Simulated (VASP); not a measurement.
Input of a VASP 6.6.1 run:

The input INCAR:

```
PREC = Accurate ; ENCUT = 520
EDIFF = 1E-7 ; ISMEAR = 0
SIGMA = 0.02 ; LREAL = False
LASPH = True ; NELM = 100
ALGO = Fast ; ISIF = 2
LWAVE = False ; LCHARG = True
GGA = PE ; LELF = True
LVHAR = True ; NBANDS = 16
```

File KPOINTS:

```
Automatic mesh
0
Gamma
  12 12 4
```

File POSCAR:

```
BN
1.0
    2.5121384152      0.0000000000      0.0000000000
   -1.2560692076      2.1755756854      0.0000000000
    0.0000000000      0.0000000000      8.3612517182
B N
2 2
Direct
    0.0000000000      0.0000000000      0.0000000000
    0.3333333333      0.6666666667      0.5000000000
    0.3333333333      0.6666666667      0.0000000000
    0.6666666667      0.3333333333      0.5000000000
```

Potentials or basis: VASP PAW PBE potentials, release 64 (B, N).

Run with:

```bash
$ cat potpaw_PBE.64/B/POTCAR potpaw_PBE.64/N/POTCAR > POTCAR
$ mpirun -np 1 vasp_std > vasp.out
```

Task: Predict the band gap on the k mesh.

Result: 4.38 eV, indirect (least direct gap 4.64 eV).

Task: What does it give for the pressure?

Result: 0.1 GPa.

Stress tensor (GPa, compression positive):
```
 0.12  0.00  0.00
 0.00  0.12  0.00
 0.00  0.00 -0.09
```

Caveat: this functional lacks dispersion, which binds the layers, so the pressure and a relaxed spacing across them are unreliable. Expect the measured gap to be larger: semilocal functionals such as PBE lack the derivative discontinuity.
